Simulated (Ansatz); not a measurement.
LiF built on the zincblende prototype, relaxed with r2SCAN in Ansatz: it is cubic, F-43m (No. 216); a = 4.289 Å in the conventional setting, 9.86 Å³ an atom. Li is surrounded by 4 F at 1.86 Å; F is surrounded by 4 Li at 1.86 Å. It was then strained (isotropic on every length). Unstrained, HSE06 gives 10.111 eV (Γ, 8×8×8 mesh), and the band edges keep their places in every row. Stress is positive in compression. No spin polarisation. The prototype was imposed, so other structures may be more stable.

```
strain (%)  ln(V/V₀)  ΔE_g, HSE06 (eV)  Δpressure, r2SCAN (GPa)
     -2.22   -0.0674            +0.420                    +4.55
     +1.22   +0.0364            -0.216                    -1.98
      +3.9   +0.1148            -0.657                    -5.30
```

Problem. Fit ΔE_g = a x + b x² to these rows by least squares, with x = ln(V/V₀).

Solution. The normal equations take Σx² = 1.905e-02, Σx³ = 1.255e-03, Σx⁴ = 1.961e-04, ΣxΔE = -1.116e-01 and Σx²ΔE = -7.037e-03, and give a = -6.04 eV, b = +2.8 eV; the largest residual is 0.000 eV. a is the volume deformation potential of this gap.

Problem. Fit the change of pressure in the same way.

Solution. Δpressure = -59.5 x + (117) x² GPa. So B₀ = 59.5 GPa and B′ ≈ 2 × 117/59.5 = 3.9; two terms over so wide a range bias B₀ by a few per cent and B′ by more; the gap's pressure coefficient at zero is −a/B₀ = +102 meV/GPa, with HSE06's a and r2SCAN's B₀.

Problem. Predict the withheld row at -1.5 % (x = -0.0453).

Solution. ΔE_g ≈ -6.04 × (-0.0453) + (2.8) × (-0.0453)² = +0.279 eV, and Δpressure ≈ +2.94 GPa. The runs give +0.279 eV and +2.92 GPa, off by 0.000 eV and -0.02 GPa.

The meshes of the hybrids are coarse, so their gaps aren't converged to the digits shown.
